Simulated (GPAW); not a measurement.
Crystal: Fe.

```
Fe
1.0
    -1.44300    1.44300    1.44300
     1.44300   -1.44300    1.44300
     1.44300    1.44300   -1.44300
Fe
1
Direct
  0.00000 0.00000 0.00000
```

Base run:

| Item | Value |
| --- | --- |
| Program | GPAW 26.7.0 |
| Functional | RPBE |
| Potentials or basis | the program's PAW data sets (release 1.2.1) made for this functional |
| Cutoff | 600 eV |
| Basis | pw |
| k mesh | 13 × 13 × 13 |
| Occupations | fermi-dirac, width 0.05 eV |
| Spin | collinear spin, ferromagnetic start |
| Starting moments | [3.0] μB |

Its results: pressure -1.3 GPa; net moment 2.30 μB per cell; site moments Fe +2.36 μB.

**Question.** The run is repeated on the same cell with these changes: functional from RPBE to LDA; band points from 100 to 60. What comes out?

**Answer.** Pressure -25.5 GPa; net moment 2.20 μB per cell; site moments Fe +2.20 μB.

Caveats: so large a pressure means that the cell lies far from this level's equilibrium, or that cutoff or potentials fall short (some runs).
